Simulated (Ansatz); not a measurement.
TaN under changes of volume

One of the cells (10.813 Å³/atom); the others are scaled copies at fixed shape and fractional positions:

```
Ta N
1.0
     0.00000    2.21132    2.21132
     2.21132    0.00000    2.21132
     2.21132    2.21132    0.00000
Ta N
1 1
Direct
  0.50000 0.50000 0.50000
  0.00000 0.00000 0.00000
```

The cell comes from a database or a generator and needn't be the stable form of this composition.

| Property | Result |
| --- | --- |
| Program | Ansatz 0.2.0 |
| Functional | PBE |
| Potentials or basis | Ansatz PAW |
| Cutoff | 420 eV (not typed: the program's choice for these potentials) |
| k mesh | 10 × 10 × 10 |
| Occupations | fermi-dirac, width 0.05 eV |
| Spin | no spin polarisation |

```csv
volume (Å³/atom),energy over the lowest point (meV/atom),pressure (GPa)
10.164,38.51,21.7
10.381,15.17,13.1
10.597,2.71,5.5
10.813,0.00,-1.3
11.030,6.11,-7.5
11.246,20.02,-13.0
11.462,?,?
```

What does the run at 11.462 Å³/atom give?

Energy over the lowest point 40.95 meV/atom; pressure -17.9 GPa.

Worked out: A Birch-Murnaghan fit of order 3 (a polynomial in V^(-2/3)) to the other rows has its minimum at 10.77 Å³/atom with B0 = V·E''(V) = 330 GPa and B' = 4.2. It gives 41.05 meV/atom at 11.462 Å³/atom, against the run's 40.95, and -dE/dV = -18.0 GPa, against -17.9.

Energies are extrapolated to zero smearing.
